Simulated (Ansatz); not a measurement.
Run this with Ansatz 0.2.0, Python API and show what comes out.

Script `transition.py`:
```python
"""Pressure at which two phases of S cross."""

import csv

import ansatz as az
import numpy as np


def bcc(A, a):
    return az.Crystal.bcc(A, a=a)


def hcp(A, a):
    return (
        az.Lattice.from_parameters(a, a, 1.633 * a, alpha=90, beta=90, gamma=120)
        .space_group(194)
        .atom(A, (1 / 3, 2 / 3, 0.25))
    )


def solve(name, crystal, pressure=0.0):
    calc = (
        crystal.calculation()
        .basis(510)
        .functional(az.Functional.PBE, dispersion="d4")
        .kpoints(spacing=0.15)
        .occupations("fermi_dirac", width=0.05)
    )
    calc = calc.relax(force_tolerance=0.03, cell=True, pressure=pressure)
    return calc.run(threads=1, pin="off")


def volume_per_atom(outcome):
    return abs(np.linalg.det(outcome.lattice.cell_ang)) / len(outcome.lattice.sites)

phases = {}
phases["bcc"] = bcc("S", 3.33)
phases["hcp"] = hcp("S", 2.97)

# H = E + PV, with 1 eV per cubic angstrom equal to 160.2 GPa
pressures = [0, 5, 10, 20]
enthalpy, volume = {name: [] for name in phases}, {name: [] for name in phases}
for p in pressures:
    for name, crystal in phases.items():
        o = solve(name, crystal, pressure=p)
        volume[name].append(volume_per_atom(o))
        enthalpy[name].append(o.report["energy_sigma0_ev"] / len(o.lattice.sites) + p * volume[name][-1] / 160.21766)
gap = np.array(enthalpy["hcp"]) - np.array(enthalpy["bcc"])
rows = [(p, va, vb, 1000 * d) for p, va, vb, d in zip(pressures, volume["bcc"], volume["hcp"], gap)]
with open("transition.csv", "w", newline="") as handle:
    writer = csv.writer(handle)
    writer.writerow(["P (GPa)", "V bcc (A^3/atom)", "V hcp (A^3/atom)", "H(hcp) - H(bcc) (meV/atom)"])
    writer.writerows([round(v, 4) if isinstance(v, float) else v for v in row] for row in rows)
print(open("transition.csv").read())
crossings = [p0 - g0 * (p1 - p0) / (g1 - g0) for p0, p1, g0, g1 in zip(pressures, pressures[1:], gap, gap[1:]) if g0 * g1 < 0]
print("crossing near", [round(float(p), 1) for p in crossings], "GPa") if crossings else print("no crossing in this range")
```

Running `python transition.py` prints:
```text
P (GPa),V bcc (A^3/atom),V hcp (A^3/atom),H(hcp) - H(bcc) (meV/atom)
0,15.0797,16.2359,-244.9839
5,14.3641,15.3259,-212.2159
10,13.7893,14.613,-184.2715
20,12.9059,13.5303,-139.4366

no crossing in this range
```

Notes:
- Absolute energies stand on the zero of these potentials, so only differences at equal settings mean something.
- At a fixed pressure a relaxation lowers the enthalpy F + PV, while F alone can rise.
- Dispersion corrections can be off by several per cent in the lattices of metals, and by several GPa in the pressure at a fixed cell.
- Only these two structures are compared, at zero temperature and with their symmetry kept; either may be hypothetical, and another phase may be lower than both. Differences under 10 to 15 meV an atom lie within the error of mesh and functional.
- The cells are prototypes set up for this calculation and needn't exist.
- Timing: 6.5 min on 1 thread of Arm Neoverse N1, with other jobs on the host, peak memory 0.47 GiB.
